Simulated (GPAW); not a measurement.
# Surface energy and work function of Nb(100) from slabs of 4 to 14 layers (RPBE)

How do energy and work function of Nb(100) films settle with thickness, and what surface energy follows?

How it was computed: GPAW 26.7.0, plane waves at 450 eV with PAW setups; symmetric 1×1 slabs cut at the tabulated lattice constant (two decimals; low-temperature values for the alkali metals), atoms at bulk places, 7.5 Å of vacuum on each side, one in-plane mesh for all thicknesses, Fermi-Dirac smearing of 0.1 eV. Energies are extrapolated to zero smearing and count from the program's reference atoms. Functional RPBE. The cell's area is 10.890 Å².

The runs, one held back:

| layers | energy (eV) | work function (eV) |
| --- | --- | --- |
| 4 | −35.9785 | 3.58 |
| 5 | −45.9266 | 3.58 |
| 6 | −55.8049 | 3.58 |
| 7 | −65.5988 | 3.58 |
| 8 | −75.4416 | 3.59 |
| 9 | −85.2878 | 3.59 |
| 10 | −95.0988 | 3.59 |
| 11 | −104.9316 | 3.59 |
| 12 | −114.7587 | 3.59 |
| 14 | ? | ? |

**Question.** What surface energy do these runs give, and what energy and work function should the 14-layer slab have?

**Working.** A slab of n layers has E(n) = nε + 2Aγ once its middle is bulk-like. A line through n = 6 to 12 has the slope ε = −9.8280 eV a layer and the intercept 2Aγ = 3.1775 eV (r.m.s. residual 10.8 meV). So γ = 3.1775 / (2 × 10.890 Å²) = 0.1459 eV/Å² = 2.34 J/m², with a standard error of about 0.02 J/m² from the scatter about the line. For 14 layers: 3.1775 + 14 × (−9.8280) = −134.415 eV; the run gives −134.410 eV, 4.9 meV over the line. The work function has no such law: from 6 to 12 layers it moves between 3.58 and 3.59 eV (mean 3.59), and the 14-layer slab gives 3.59 eV. The thinnest slab, 4 layers, lies −0.01 eV from that mean. The measured value for this face is 3.97 eV (“Anisotropic work function of elemental crystals” (2019, arxiv:1902.07811)); the unrelaxed 14-layer slab lies 0.38 eV under it.

**Limits.** The surfaces are unrelaxed, so γ is an upper bound for this functional and lattice constant. The tabulated lattice constant isn't the functional's own, which strains the slab a little.
